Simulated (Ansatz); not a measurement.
BaF2: do energies and stresses tell the same story?

The calculation used DFT PBE, scalar-relativistic, plane waves, PAW in Ansatz 0.2.0.

Plane waves to 420 eV, a k mesh through Γ of 6×6×6 on the computed 3-atom cell and Gaussian smearing (0.02 eV); no spin polarisation.

Relaxed cell: Fm-3m, a = 6.246 Å, b = 6.246 Å, c = 6.246 Å, α = 90.00°, β = 90.00°, γ = 90.00°, 3 atoms in the primitive cell.

Energies at zero smearing and pressures from the stress tensor, at volumes with shape and atoms relaxed:
```csv
V (Å³/atom),E − E(first) (meV/atom),P (GPa)
19.088,0.00,3.88
19.697,-10.59,1.78
20.306,-13.99,0.01
20.915,-11.16,-1.48
21.524,-3.13,-2.73
```

Q: Check P = −dE/dV between neighbouring volumes, and get the bulk modulus from the pressures alone.

A: With 1 eV/Å³ = 160.2 GPa:
```json
{"middle V (Å³/atom)": "19.392", "−ΔE/ΔV (GPa)": "2.785", "mean P (GPa)": "2.830"}
{"middle V (Å³/atom)": "20.001", "−ΔE/ΔV (GPa)": "0.894", "mean P (GPa)": "0.895"}
{"middle V (Å³/atom)": "20.611", "−ΔE/ΔV (GPa)": "-0.745", "mean P (GPa)": "-0.733"}
{"middle V (Å³/atom)": "21.220", "−ΔE/ΔV (GPa)": "-2.112", "mean P (GPa)": "-2.104"}
```

The two differ by 0.04 GPa at most. The mean of two end pressures misses the average over a step by about ΔV² P″/12, up to 0.03 GPa here; with that taken off 0.02 GPa remains. Around V = 20.306 Å³/atom, the two neighbours give B = −V ΔP/ΔV = 20.306 × 3.26 / 1.218 = 54.3 GPa, against B0 = 53.8 GPa from the Birch–Murnaghan fit of the energies.